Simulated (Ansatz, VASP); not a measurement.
One calculation of MgB2, two programs

The input INCAR:

```
SYSTEM = MgB2
PREC = Accurate ; ENCUT = 520
EDIFF = 1E-6 ; ISMEAR = 0
SIGMA = 0.01 ; LREAL = .False.
LASPH = .True. ; NELM = 60
ALGO = Normal ; ISIF = 2
LWAVE = .False. ; LCHARG = .False.
GGA = CA ; NBANDS = 11
```

KPOINTS

```
Automatic mesh
0
Gamma
  10 10 8
  0 0 0
```

File POSCAR:

```
MgB2
1.0
    3.1039190000      0.0264540000      0.0465050000
   -1.5290500000      2.6124840000     -0.0091080000
    0.0531080000      0.0186520000      3.5639960000
Mg B
1 2
Direct
    0.0000000000      0.0000000000      0.0000000000
    0.6666666667      0.3333333333      0.5000000000
    0.3333333333      0.6666666667      0.5000000000
```

Contents of input.yaml:

```yaml
crystal:
  lattice:
    - [3.103919, 0.026454, 0.046505]
    - [-1.52905, 2.612484, -0.009108]
    - [0.053108, 0.018652, 3.563996]
  atoms:
    - { symbol: Mg, position: [0.0, 0.0, 0.0] }
    - { symbol: B, position: [0.6666666667, 0.3333333333, 0.5] }
    - { symbol: B, position: [0.3333333333, 0.6666666667, 0.5] }
hamiltonian:
  xc: lda
  pseudopotentials: { kind: paw }
kpoints:
  mp_grid: { grid: [10, 10, 8] }
scf:
  occupations: { method: gaussian, width: 0.01 }
output:
  forces: true
  stress: true
  eigenvalues: true
  bader: true
  populations: true
```

Change from the starting cell: cell strained at random at fixed volume.

Alike in both runs: functional LDA; k mesh 10 × 10 × 8; occupations gaussian, width 0.01 eV; no spin polarisation.

```csv
,VASP,Ansatz
version,VASP 6.6.1,Ansatz 0.2.0
potentials or method,"VASP PAW LDA potentials, release 64 (Mg, B)",Ansatz PAW
plane-wave cutoff (eV),520,420
valence electrons in the cell,8,16
task,single point,atomic charges
```

|  | VASP | Ansatz | Ansatz less VASP |
| --- | --- | --- | --- |
| gap on the k mesh at the Fermi level (eV) | none | none | - |
| pressure (GPa) | -7.3 | -6.7 | +0.61 |
| largest component of the traceless stress (GPa) | 4.94 | 4.91 | -0.035 |
| rms of the force components (eV/Å) | 0.064 | 0.062 | -0.0013 |

Atom by atom the forces differ by 0.001 eV/Å (rms over components). A gap of «none» marks a metal or a gap that the smearing closes. The two sets of potentials don't hold the same shells in valence.

Caveats: the PAW data sets come from PBE, with cores solved anew for the run's functional, which leaves a small shift of forces and pressure (Ansatz).
